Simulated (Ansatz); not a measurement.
## Zone-centre phonons of ZrS2 at 3 GPa: input and output

These are results of Ansatz 0.2.0, DFT PBE+D3(BJ), scalar-relativistic, plane waves, PAW, not measurements.

Launched with:
```bash
ansatz run input.yaml --threads 1 --pin off --max-ram 3072MiB --backend cpu --events-out ev --progress --plain --runs-dir out
```

Input (bare energies are in eV):
```yaml
crystal:
  lattice:
    - [3.5853956039, 0.0, 0.0]
    - [-1.7926978019, 3.1050436756, 0.0]
    - [0.0, 0.0, 5.5011647195]
  atoms:
    - { symbol: Zr, position: [0.0, 0.0, 0.0] }
    - { symbol: S, position: [0.3333333333, 0.6666666667, 0.2672470287] }
    - { symbol: S, position: [0.6666666667, 0.3333333333, 0.7327529713] }
basis:
  ecutwfc: 420
kpoints:
  mp_grid: { grid: [12, 12, 8] }
hamiltonian:
  xc: pbe
  dispersion: d3bj
scf:
  occupations: { method: fixed }
output:
  eigenvalues: true
phonons:
  method: dfpt
  dielectric: true
  rigid_motions: translations
  eigenvectors: true
```

The end of the output:
```
--- Phonons (Γ-DFPT): 4 representative perturbations + reference, on 320 of 1152 k-points (Σ response iterations 12) ---
  k mesh reduced under 2 symmetry operations, with k and −k counted as one. Each operation leaves every solved perturbation unchanged. A smaller set is not considered because the run solves the response ...
  ASR residual: 7.325e-5 → 0.000e0 eV/Å²; symmetrization residual: 2.438e-6 eV/Å²
  pairwise dispersion correction: d3bj (s6 = 1.0, s8 = 0.7875, a1 = 0.4289, a2_bohr = 4.4407), with the weights of each atom's references fixed at the reference crystal's, and the forces and stress that the weights' published response gives ...
  ASR residual per site (eV/Å²): 7.32e-5 2.00e-5 2.00e-5
  Γ frequencies (cm⁻¹): 0.00 0.00 0.00 169.16 169.16 256.81 256.81 334.27 338.17
  ε∞ (high-frequency dielectric tensor):
       13.048577     0.000000     0.000000
        0.000000    13.048577     0.000000
        0.000000     0.000000     8.386586
  ε⁰ (static dielectric tensor: ions relaxed, cell fixed):
       48.768762     0.000000     0.000000
        0.000000    48.768762     0.000000
        0.000000     0.000000     9.487119
  ε⁰ − ε∞ (ionic part):
       35.720185     0.000000     0.000000
        0.000000    35.720185     0.000000
        0.000000     0.000000     1.100534
  softest optical mode at Γ: 169.16 cm⁻¹; the repairs (sum rule, projections) moved no ω² at Γ by more than (0.64 cm⁻¹)²
  Born effective charges Z* (e; rows j = field, columns β = displacement):
    site 0:
         6.92122    0.00000    0.00000
         0.00000    6.92122    0.00000
         0.00000    0.00000    2.40061
    site 1:
        -3.46061   -0.00000   -0.00000
        -0.00000   -3.46061   -0.00000
        -0.00000   -0.00000   -1.20030
    site 2:
        -3.46061   -0.00000   -0.00000
        -0.00000   -3.46061   -0.00000
        -0.00000   -0.00000   -1.20030
  Z* charge neutrality: 4.016e-3 e pre-enforcement
  solved inside a basis spanned on kpoints, on 12×12×8 k-points, its susceptibility summed on 18×18×10: ε∞ is read to err by 5.1e-2, Z* by 5.7e-2 e (field_mesh: kpoints solves on kpoints); Z* is corrected for ...
  optical modes at Γ without the LO–TO term, one row a degenerate level:
      ω (cm⁻¹) modes IR ((D/Å)²/amu)
        169.16      2            58.7021
        256.81      2             0.0000
        334.27      1             3.5310
        338.17      1             0.0000
  optical modes at Γ + LO–TO along q̂ = [1.0000, 0.0000, 0.0000]:
      ω (cm⁻¹) modes IR ((D/Å)²/amu)
        169.16      1            29.3511
        256.81      2             0.0000
        327.04      1            29.3511
        334.27      1             3.5310
        338.17      1             0.0000
  optical modes at Γ + LO–TO along q̂ = [0.0000, 1.0000, 0.0000]:
      ω (cm⁻¹) modes IR ((D/Å)²/amu)
        169.16      1            29.3511
        256.81      2             0.0000
        327.04      1            29.3511
        334.27      1             3.5310
        338.17      1             0.0000
  optical modes at Γ + LO–TO along q̂ = [0.0000, 0.0000, 1.0000]:
      ω (cm⁻¹) modes IR ((D/Å)²/amu)
        169.16      2            58.7021
        256.81      2             0.0000
        338.17      1             0.0000
        355.53      1             3.5310
```

The run took 4.1 min on 1 thread of Intel(R) Xeon(R) Platinum 8488C (Sapphire Rapids), with other jobs on the host, peak memory 1.6 GiB.